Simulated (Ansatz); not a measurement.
# Al, before and after

The guess for Al was made by a generator: one element on all sites of the Sr type (Imma, No. 74). Its size is a rough estimate.

start.cif

```cif
data_structure
_symmetry_space_group_name_H-M 'P 1'
_symmetry_Int_Tables_number 1
_cell_length_a 3.7639
_cell_length_b 3.7639
_cell_length_c 3.7639
_cell_angle_alpha 98.151
_cell_angle_beta 96.372
_cell_angle_gamma 138.351
_cell_volume 33.12
loop_
_atom_site_label
_atom_site_type_symbol
_atom_site_fract_x
_atom_site_fract_y
_atom_site_fract_z
_atom_site_occupancy
Al1 Al 0.37500 0.12500 0.25000 1
Al2 Al 0.62500 0.87500 0.75000 1
```

Method: DFT PBE, scalar-relativistic, plane waves, PAW in Ansatz. Cutoff 420 eV, Gaussian smearing, Γ-centred meshes. Cell and atoms relax first on a coarse mesh and then on a finer one. In between, the cell is made exact in the group found at 0.06 Å. In metals the finer mesh still leaves noise of several meV/atom or more. The steps can't lower the symmetry of their start. No spin polarisation.

end.cif

```cif
data_structure
_symmetry_space_group_name_H-M 'P 1'
_symmetry_Int_Tables_number 1
_cell_length_a 2.7807
_cell_length_b 2.7807
_cell_length_c 2.8041
_cell_angle_alpha 90.000
_cell_angle_beta 90.000
_cell_angle_gamma 120.000
_cell_volume 18.78
loop_
_atom_site_label
_atom_site_type_symbol
_atom_site_fract_x
_atom_site_fract_y
_atom_site_fract_z
_atom_site_occupancy
Al1 Al 0.00000 0.00000 0.50000 1
```

The symmetry goes from Imma (No. 74) to P6/mmm (No. 191), and the primitive cell from 2 to 1 atom. The end has the simple hexagonal type. The volume per atom grows by 13.4 %, from 16.6 to 18.8 Å³. The shortest distance goes from 2.55 Å (Al–Al) to 2.78 Å (Al–Al). The energy falls by about 0.15 eV/atom (the start's value is from the coarse mesh). The end is written in a standard setting, so origin, axes and order of atoms can differ from the start's.

```yaml
Volume_per_atom: 18.78 Å³
Density: 2.39 g/cm³
Energy_over_the_standard_state: +0.22 eV/atom
Gap_on_the_22×22×20_mesh_of_the_1-atom_cell: 0 eV (a metal)
```

Energies count from the standard state of Al at the same level. It lies above the standard state, so it could only be metastable.

The last run used Gaussian smearing of 0.10 eV. A later test with randomly moved atoms led to a structure 220 meV/atom lower, so this end is a saddle point or a shallow minimum. In all, the 3 runs took 2.8 min on 1 thread of Arm Neoverse N1, on a shared host.
